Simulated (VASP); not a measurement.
Crystal: Ru.

```
Ru
1.0
     2.70580    0.00000    0.00000
    -1.35290    2.34329    0.00000
     0.00000    0.00000    4.28190
Ru
2
Direct
  0.66667 0.33333 0.75000
  0.33333 0.66667 0.25000
```

```yaml
Program: VASP 6.6.1
Task: relaxation of cell and atoms
Functional: optPBE-vdW
Potentials_or_basis: VASP PAW PBE potentials, release 64 (Ru_pv)
Cutoff: 600 eV
k_mesh: 11 × 11 × 6
Occupations: fermi-dirac, width 0.05 eV
Spin: no spin polarisation
```

At the start: pressure 7.6 GPa; volume 13.57 Å³/atom.

Task: How do energy, volume and symmetry change on relaxing?

Result: Over 5 steps the energy falls by 7.4 meV/atom and the volume is 13.90 Å³/atom (+2.4 %); space group P6_3/mmc (No. 194, to 0.05 Å).

Step by step:
| step | energy change (eV) | largest force (eV/Å) | pressure (GPa) | volume (Å³) |
| --- | --- | --- | --- | --- |
| 1 | 0.0000 | 0.0000 | 7.56 | 27.15 |
| 2 | 0.0989 | 0.0000 | -17.45 | 29.74 |
| 3 | -0.0148 | 0.0000 | -0.20 | 27.81 |
| 4 | -0.0148 | 0.0000 | 0.01 | 27.79 |
| 5 | -0.0148 | 0.0000 | 0.00 | 27.80 |

Final structure:
```
CELL_PARAMETERS angstrom
2.72827 0.00000 0.00000
-1.36413 2.36275 0.00000
0.00000 0.00000 4.31187
ATOMIC_POSITIONS crystal
Ru 0.66667 0.33333 0.75000
Ru 0.33333 0.66667 0.25000
```

Caveat: the PAW data sets were made with another functional, which shifts forces and pressure a little.
